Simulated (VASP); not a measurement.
Be2C, 3 atoms in the cell. Symmetry: Fm-3m, No. 225, cubic system. Conventional cell: a = 4.328 Å, b = 4.328 Å, c = 4.328 Å, α = 90.00°, β = 90.00°, γ = 90.00°. Be (site symmetry -43m) is surrounded by 4 C at 1.87 Å. Around C (site symmetry m-3m) lie 8 Be at 1.87 Å. 

| Item | Value |
| --- | --- |
| Program | VASP 6.6.1 |
| Task | single point |
| Functional | PBE |
| Potentials or basis | VASP PAW PBE potentials, release 64 (Be, C) |
| Cutoff | 520 eV |
| k mesh | 12 × 12 × 12 |
| Occupations | gaussian, width 0.02 eV |
| Spin | no spin polarisation |
| Dipole correction | no |
| Further INCAR settings | ALGO = Normal; EDIFF = 1e-06; NBANDS = 11 |

Potentials or basis: VASP PAW PBE potentials, release 64 (Be, C).

Command:

```bash
$ cat potpaw_PBE.64/Be/POTCAR potpaw_PBE.64/C/POTCAR > POTCAR
$ mpirun -np 1 vasp_std > vasp.out
```

Hardware: 1 thread of Intel(R) Xeon(R) 6975P-C (Granite Rapids), with other jobs on the host.

Task: How long does it take, and how much memory?

Result: Run time: 5.5 s on 1 thread of Intel(R) Xeon(R) 6975P-C (Granite Rapids), with other jobs on the host, peak memory 0.13 GiB. Counts: scf iterations 12, k points 72.
